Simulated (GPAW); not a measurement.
The system is MoSe2.

```
CELL_PARAMETERS angstrom
3.28800 0.00000 0.00000
-1.64400 2.84749 0.00000
0.00000 0.00000 12.90000
ATOMIC_POSITIONS crystal
Mo 0.66667 0.33333 0.75000
Mo 0.33333 0.66667 0.25000
Se 0.66667 0.33333 0.37500
Se 0.33333 0.66667 0.87500
Se 0.66667 0.33333 0.12500
Se 0.33333 0.66667 0.62500
```

Base run:

| Item | Value |
| --- | --- |
| Program | GPAW 26.7.0 |
| Functional | optPBE-vdW |
| Potentials or basis | GPAW PAW data sets (gpaw-data 1.2.1) |
| Cutoff | 600 eV |
| Basis | pw |
| k mesh | 6 × 6 × 2 |
| Occupations | fermi-dirac, width 0.05 eV |
| Spin | spin-orbit coupling, no magnetisation |

Its results: band gap on the k mesh 0.83 eV, indirect (least direct gap 1.30 eV); largest force 1.498 eV/Å.

Q: The run is repeated on the same cell with these changes: functional from optPBE-vdW to TASK; soc after scf from second variation to second variation without the xc potential. What comes out?

A: Band gap on the k mesh 0.99 eV, indirect (least direct gap 1.48 eV); largest force 0.781 eV/Å.

Caveats: spin-orbit coupling was added after a scalar SCF, so levels and gaps hold it while energy, forces, pressure and moments don't; this program's spin-orbit splittings come out too wide for heavy elements; the PAW data sets were made with another functional, which shifts forces and pressure a little; the cell's inner coordinates are idealised or old, which leaves forces on the atoms.
